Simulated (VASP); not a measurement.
Wanted: the native input for a VASP 6.6.1 run.

```
Task                   : single point
Functional             : PBE
Potentials or basis    : VASP PAW PBE potentials, release 64 (Zn)
Cutoff                 : 520 eV
k mesh                 : 12 × 12 × 12
Occupations            : methfessel-paxton, width 0.1814 eV
Spin                   : no spin polarisation
Dipole correction      : no
Further INCAR settings : ALGO = Normal; EDIFF = 1e-06; NBANDS = 12
```

The structure of Zn lies in POSCAR:

```
Zn
1.0
   -1.8882280000      1.8882280000      1.8882280000
    1.8882280000     -1.8882280000      1.8882280000
    1.8882280000      1.8882280000     -1.8882280000
Zn
1
Direct
    0.0000000000      0.0000000000      0.0000000000
```

The cell was built by a generator and needn't be a form met in nature.

One way to write it, as run:

INCAR

```
SYSTEM = Zn
ALGO = Normal
EDIFF = 1E-6
ENCUT = 520
GGA = PE
ISIF = 2
ISMEAR = 1
LASPH = .True.
LCHARG = .False.
LREAL = .False.
LWAVE = .False.
NBANDS = 12
NELM = 60
PREC = Accurate
SIGMA = 0.1814
```

KPOINTS

```
k-points
0
Gamma
  12 12 12
  0 0 0
```

Potentials or basis: VASP PAW PBE potentials, release 64 (Zn).

The run is started by

```console
$ cat potpaw_PBE.64/Zn/POTCAR > POTCAR
$ mpirun -np 1 vasp_std > vasp.out
```

Results of the run:

| Property | Result |
| --- | --- |
| Pressure | -5.9 GPa |
| Band gap on the k mesh | none (metal or under the smearing width) |

It took 5.3 s on 1 thread of Intel(R) Xeon(R) 6975P-C (Granite Rapids), on a shared host, peak memory 0.14 GiB.
